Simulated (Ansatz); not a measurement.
Theory: DFT PBE, scalar-relativistic, plane waves, PAW in Ansatz. All cells share a 420 eV cutoff and Γ-centred k meshes spaced at most about 0.3 Å⁻¹ (2π included). No spin polarisation.

Temperature and zero-point effects are left out.

Compare these two cells of Si5Ge, each relaxed at this level.

A. Space group P3m1 (No. 156), trigonal, a = 3.898 Å, c = 9.545 Å. Si on its first site is surrounded by 3 Si at 2.38 Å and 1 Ge at 2.42 Å; Si on its second site is surrounded by 4 Si at 2.37–2.38 Å; Si on its third site is surrounded by 1 Si at 2.36 Å and 3 Ge at 2.40 Å; Si on its fourth site is surrounded by 4 Si at 2.37–2.38 Å; around Ge lie 4 Si at 2.40–2.42 Å; 1 more site not described.

B. Space group Imm2 (No. 44), orthorhombic, a = 3.898 Å, b = 11.690 Å, c = 5.511 Å. Around Si on a site of symmetry m lie 4 Si at 2.37 Å; Si on a second site of symmetry m has 3 Si at 2.37 Å and 1 Ge at 2.42 Å; around Si on a site of symmetry mm2 lie 2 Si at 2.37 Å and 2 Ge at 2.41 Å; Ge is surrounded by 4 Si at 2.41–2.42 Å.

Question: Which arrangement of the elements on these sites is preferred, and by what margin?

Answer: They are level within the accuracy (2 meV/atom apart, with B the lower in these runs). The two share one framework of sites and differ in which element sits where. A has Si and Ge ordered on diamond sites, space group P3m1 (No. 156), 20.9 Å³/atom and a gap of 0.60 eV on its mesh; B has Si and Ge ordered on diamond sites, space group Imm2 (No. 44), 20.9 Å³/atom and a gap of 0.58 eV. Counting Si atoms around Ge (those within 1.25 times the shortest such distance or 1.15 times the sum of covalent radii, 1.27 where that leaves under three), A and B both have Ge 4. Both come from invented guesses.

Kohn–Sham gaps at this level usually fall short of measured ones. Cells relaxed within their symmetry can be saddle points.
